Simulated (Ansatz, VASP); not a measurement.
## SiNi3 in VASP and in Ansatz

```
CELL_PARAMETERS angstrom
3.47154 0.00000 0.00000
0.00000 3.47154 0.00000
0.00000 0.00000 3.47154
ATOMIC_POSITIONS crystal
Si 0.00000 0.00000 0.00000
Ni 0.00000 0.50000 0.50000
Ni 0.50000 0.00000 0.50000
Ni 0.50000 0.50000 0.00000
```

Alike in both runs: task relaxation of cell and atoms; functional PBEsol; k mesh 12 × 12 × 12; occupations gaussian, width 0.1 eV; no spin polarisation.

|  | VASP | Ansatz |
| --- | --- | --- |
| version | VASP 6.6.1 | Ansatz 0.2.0 |
| potentials or method | VASP PAW PBE potentials, release 64 (Si, Ni) | scalar-relativistic, plane waves, PAW |
| plane-wave cutoff (eV) | 600 | 420 |
| valence electrons in the cell | 34 | 58 |

|  | VASP | Ansatz | Ansatz less VASP |
| --- | --- | --- | --- |
| gap on the k mesh at the Fermi level, each at its own relaxed structure (eV) | none | none | - |
| relaxed volume (Å³/atom) | 10.37 | 10.36 | -0.003 |
| relaxed cell length with the largest relative difference (Å) | 3.461 | 3.461 | -0.0004 |

A gap of «none» marks a metal or a gap that the smearing closes. The two sets of potentials don't hold the same shells in valence.

Caveats: the PAW data sets were made with another functional, which shifts forces and pressure a little (VASP). Spin polarisation is off, so any magnetic state and its effect on volume and gap are missing.
